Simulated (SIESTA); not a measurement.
Runs of SIESTA 5.4.2 on CsPbBr3. The structure is cubic, space group Pm-3m (No. 221). The conventional cell has a = 5.870 Å, b = 5.870 Å, c = 5.870 Å, α = 90.00°, β = 90.00°, γ = 90.00°. Pb (site symmetry m-3m) is surrounded by 6 Br at 2.94 Å. Cs (site symmetry m-3m) has 12 Br at 4.15 Å as nearest neighbours. Around Br (site symmetry 4/mmm) lie 2 Pb at 2.94 Å. Measurements of this composition are mostly on another form, of space group No. 62.

```tsv
level	potentials or basis	pressure (GPa)
AM05	PseudoDojo 0.4 standard (PBEsol files), DZP (energy shift 0.003 Ry; two zetas on semicore shells; d shell added on Cs)	0.9
PBEsol	PseudoDojo 0.4 standard (PBEsol files), DZP (energy shift 0.003 Ry; two zetas on semicore shells; d shell added on Cs)	0.2
vdW-DF-cx	PseudoDojo 0.4 standard (PBE files), DZP (energy shift 0.003 Ry; two zetas on semicore shells; d shell added on Cs)	0.6
BLYP	PseudoDojo 0.4 standard (PBE files), DZP (energy shift 0.003 Ry; two zetas on semicore shells; d shell added on Cs)	(a)
```

Alike in all rows: task band structure; no spin polarisation; cell as given; k mesh 5 × 5 × 5; smearing fermi-dirac 0.05 eV; grid cutoff 500 Ry; energy shift 0.003 Ry.

**Question.** Fill in the values left out.

**Answer.** (a) 3.2.

Caveats: the basis of atomic orbitals isn't converged, which shifts pressures, moduli and gaps; the potentials were made for another functional, which shifts forces and pressure (some runs).

Runs at the PBE level aren't shown here.
